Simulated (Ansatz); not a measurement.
Relaxed-ion elastic tensor of MgF₂ (rutile, P4_2/mnm) in GPa (Voigt order), plane-wave PAW LDA (Ansatz code); density 3.31 g/cm³, 10.42 Å³ per atom.

|  | 1 | 2 | 3 | 4 | 5 | 6 |
|---|---|---|---|---|---|---|
| 1 | 148 | 106 | 72.4 | 0.0 | 0.0 | 0.0 |
| 2 | 106 | 148 | 72.4 | 0.0 | 0.0 | 0.0 |
| 3 | 72.4 | 72.4 | 214 | 0.0 | 0.0 | 0.0 |
| 4 | 0.0 | 0.0 | 0.0 | 55.5 | 0.0 | 0.0 |
| 5 | 0.0 | 0.0 | 0.0 | 0.0 | 55.5 | 0.0 |
| 6 | 0.0 | 0.0 | 0.0 | 0.0 | 0.0 | 107 |

Q: Is the crystal mechanically stable?

A: Yes: the smallest eigenvalue of C is 42.3 GPa.

Q: Work out the Voigt, Reuss and Hill averages.

A: K_V = 112, K_R = 112, K_H = 112; G_V = 61.0, G_R = 46.3, G_H = 53.6 GPa.

Q: Give Young's modulus, Poisson's ratio, Pugh's ratio and the universal anisotropy index.

A: E = 9KG/(3K + G) = 139 GPa; ν = 0.29; K/G = 2.09 (ductile by the Pugh limit of 1.75); A_U = 5G_V/G_R + K_V/K_R − 6 = 1.59.

Q: Estimate the sound speeds and the Debye temperature.

A: v_l = √((K + 4G/3)/ρ) = 7450 m/s, v_t = √(G/ρ) = 4020 m/s, mean 4490 m/s; Θ = (h/k)(3n/4πV)^(1/3) v_m = 612 K.

Q: Solve the Christoffel equation for the three sound speeds along x, y, z.

A: Eigenvalues of C_ijkl n_j n_l equal ρv². In km/s, slowest first: x 4.09, 5.69, 6.69; y 4.09, 5.69, 6.69; z 4.09, 4.09, 8.05.

Q: How much does each axis shrink under pressure?

A: Linear compressibilities β_i = Σ_j S_ij (j = 1 to 3): x 3.2, y 3.2, z 2.5 per TPa.

The LDA relaxation kept the symmetry of its start; phonons on a q-mesh show no instability.

Potentials: the later of the program's two PAW sets.
